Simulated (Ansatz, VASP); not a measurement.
## One calculation of Sn, two programs

```
Sn
1.0
     0.00000    3.32901    3.32901
     3.32901    0.00000    3.32901
     3.32901    3.32901    0.00000
Sn
2
Cartesian
  1.6645 1.6645 1.6645
  0.0000 0.0000 0.0000
```

Alike in both runs: functional PBE; k mesh 12 × 12 × 12; occupations gaussian, width 0.1 eV; no spin polarisation.

Ansatz relaxed the structure, and its values are those at the end. VASP's run is a single point on that final structure, the one shown.

|  | VASP | Ansatz |
| --- | --- | --- |
| version | VASP 6.6.1 | Ansatz 0.2.0 |
| potentials or method | VASP PAW PBE potentials, release 64 (Sn_d) | scalar-relativistic, plane waves, PAW |
| plane-wave cutoff (eV) | 520 | 420 |
| valence electrons in the cell | 28 | 28 |

Ansatz gave:

| Property | Result |
| --- | --- |
| gap on the k mesh at the Fermi level (eV) | none |
| pressure (GPa) | 0.0 |

Problem. Estimate VASP's values.

Solution. gap on the k mesh at the Fermi level (eV): none; pressure (GPa): -0.1.

A gap of «none» marks a metal or a gap that the smearing closes.
